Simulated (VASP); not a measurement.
PbSe (Clausthalite):

```xyz
2
Lattice="0.0000 3.0606 3.0606 3.0606 0.0000 3.0606 3.0606 3.0606 0.0000" Properties=species:S:1:pos:R:3 pbc="T T T"
Pb    0.0000    0.0000    0.0000
Se    3.0606    3.0606    3.0606
```

```yaml
Program: VASP 6.6.1
Task: relaxation of cell and atoms
Functional: PBE
Potentials_or_basis: VASP PAW PBE potentials, release 64 (Pb_d, Se)
Cutoff: 600 eV
k_mesh: 8 × 8 × 8
Occupations: fermi-dirac, width 0.05 eV
Spin: no spin polarisation
```

At the start: pressure 2.5 GPa; volume 28.67 Å³/atom.

Q: How do energy, volume and symmetry change on relaxing?

A: Over 3 steps the energy falls by 10.0 meV/atom and the volume is 30.04 Å³/atom (+4.8 %); space group Fm-3m (No. 225, to 0.05 Å).

The path:
| step | energy change (eV) | largest force (eV/Å) | pressure (GPa) | volume (Å³) |
| --- | --- | --- | --- | --- |
| 1 | 0.0000 | 0.0000 | 2.45 | 57.34 |
| 2 | -0.0178 | 0.0000 | -0.72 | 61.06 |
| 3 | -0.0200 | 0.0000 | 0.01 | 60.08 |

Final structure:
```cif
data_structure
_symmetry_space_group_name_H-M 'P 1'
_symmetry_Int_Tables_number 1
_cell_length_a 4.3963
_cell_length_b 4.3963
_cell_length_c 4.3963
_cell_angle_alpha 60.000
_cell_angle_beta 60.000
_cell_angle_gamma 60.000
_cell_volume 60.08
loop_
_atom_site_label
_atom_site_type_symbol
_atom_site_fract_x
_atom_site_fract_y
_atom_site_fract_z
_atom_site_occupancy
Pb1 Pb 0.00000 0.00000 0.00000 1
Se1 Se 0.50000 0.50000 0.50000 1
```

The cell as given is a measured one (28.67 Å³/atom); PBE puts the equilibrium volume +4.8 % from it, thermal expansion not counted.
